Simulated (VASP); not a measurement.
Write the native input for VASP 6.6.1 that does the following.

```yaml
Task: single point
Functional: r2SCAN
Potentials_or_basis: VASP PAW PBE potentials, release 64 (Zr_sv, B)
Cutoff: 520 eV
k_mesh: 6 × 6 × 4
Occupations: gaussian, width 0.1 eV
Spin: no spin polarisation
Dipole_correction: no
Further_INCAR_settings: ALGO = Normal; EDIFF = 1e-07; NBANDS = 27
```

Crystal: ZrB2.

```
CELL_PARAMETERS angstrom
4.38740 -2.60473 0.00000
4.38740 2.60473 0.00000
0.00000 0.00000 3.21330
ATOMIC_POSITIONS crystal
Zr 0.75000 0.25000 0.75000
Zr 0.25000 0.75000 0.25000
B 0.96330 0.46329 0.25000
B 0.53671 0.03670 0.25000
B 0.46329 0.96330 0.75000
B 0.03670 0.53671 0.75000
```

The cell was built by a generator and needn't be a form met in nature.

One way to write it, as run:

POSCAR

```
ZrB2
1.0
    4.3874024021     -2.6047276164      0.0000000000
    4.3874024021      2.6047276164      0.0000000000
    0.0000000000      0.0000000000      3.2132964062
Zr B
2 4
Direct
    0.7500021992      0.2499978008      0.7500000000
    0.2499978008      0.7500021992      0.2500000000
    0.9632957592      0.4632899784      0.2500000000
    0.5367100216      0.0367042408      0.2500000000
    0.4632899784      0.9632957592      0.7500000000
    0.0367042408      0.5367100216      0.7500000000
```

INCAR.step1

```
PREC = Accurate
ENCUT = 520
ISMEAR = 0
SIGMA = 0.1
LREAL = False
LASPH = True
NELM = 100
NBANDS = 27
GGA = PE
ALGO = Normal
EDIFF = 1E-4
LWAVE = True
LCHARG = False
```

INCAR.step2

```
PREC = Accurate
ENCUT = 520
EDIFF = 1E-7
ISMEAR = 0
SIGMA = 0.1
LREAL = False
LASPH = True
NELM = 100
ALGO = Normal
ISIF = 2
LWAVE = False
LCHARG = False
METAGGA = R2SCAN
LMIXTAU = True
NBANDS = 27
ISTART = 1
```

KPOINTS

```
regular mesh
0
Gamma
  6 6 4
```

Potentials or basis: VASP PAW PBE potentials, release 64 (Zr_sv, B).

Command:

```bash
$ cat potpaw_PBE.64/Zr_sv/POTCAR potpaw_PBE.64/B/POTCAR > POTCAR
$ cp INCAR.step1 INCAR
$ mpirun -np 1 vasp_std > vasp.out
$ cp INCAR.step2 INCAR
$ mpirun -np 1 vasp_std > vasp.out
```

It gave:

```json
{
  "Pressure": "0.1 GPa",
  "Largest force": "0.005 eV/Å",
  "Band gap on the k mesh": "none (metal or under the smearing width)"
}
```

Caveat: the k mesh is coarse (spacing up to 0.49 Å⁻¹), so the values aren't converged; the PAW data sets were made with another functional, which shifts forces and pressure a little.

It took 3.1 min on 1 thread of Intel(R) Xeon(R) Platinum 8488C (Sapphire Rapids), on a shared host, peak memory 0.23 GiB.
